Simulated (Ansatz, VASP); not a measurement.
**Two plane-wave programs on KBr**

```
CELL_PARAMETERS angstrom
3.90243 -0.07383 -0.07383
-0.07383 3.90243 -0.07383
-0.07383 -0.07383 3.90243
ATOMIC_POSITIONS crystal
K 0.00000 0.00000 0.00000
Br 0.50000 0.50000 0.50000
```

Change from the starting cell: shear_111 strain -5.6%.

Alike in both runs: task single point; functional PBE; k mesh 6 × 6 × 6; occupations fermi-dirac, width 0.02 eV; no spin polarisation.

|  | VASP | Ansatz |
| --- | --- | --- |
| version | VASP 6.6.1 | Ansatz 0.2.0 |
| potentials or method | VASP PAW PBE potentials, release 64 (K_sv, Br) | plane waves, PAW |
| plane-wave cutoff (eV) | 520 | 420 |
| valence electrons in the cell | 16 | 16 |

|  | VASP | Ansatz | Ansatz less VASP |
| --- | --- | --- | --- |
| gap on the k mesh at the Fermi level (eV) | 4.23 | 4.23 | +0.001 |
| pressure (GPa) | 2.3 | 2.2 | -0.07 |
| largest component of the traceless stress (GPa) | 0.44 | 0.43 | -0.009 |

With one functional, cell and mesh, what is left measures potentials, basis and numerics.

A k mesh can miss the band edges.
